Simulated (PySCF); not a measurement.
Question: Write a Z-matrix for maleic anhydride, `O=C1C=CC(=O)O1` as optimised with GFN2-xTB.

Answer: 
Z-matrix in Å and degrees, rows numbered from 1:
```
O 
C   1  1.1888
C   2  1.4914  1  129.50
C   3  1.3293  2  107.92  1  -179.93
C   4  1.4918  3  107.92  2    -0.07
O   5  1.1888  4  129.52  3  -179.89
O   5  1.3720  4  107.09  3     0.07
H   3  1.0730  2  121.85  1     0.07
H   4  1.0730  3  130.20  2   179.93
```

The 4 C–O bonds span 1.189 Å (C5=O6, drawn double) to 1.372 Å (C2–O7, drawn single), a spread of 0.183 Å. The C–C distances run from 1.329 Å (C3=C4, drawn double) to 1.492 Å (C4–C5, drawn single), a spread of 0.163 Å. O7 (anhydride bridging oxygen) is bent (angle 110.0°). The 5-membered ring C2–C3–C4–C5–O7 has internal angles of 107.1° to 110.0° (sum 540°, against 540° for a flat polygon); it is planar, 0.00 Å rms from its mean plane, widest ring torsion 0°.

The geometry is computed with GFN2-xTB (gas phase).

Point group: C2v (every atom within 0.08 Å of its image). Stationary, but not proved a minimum.
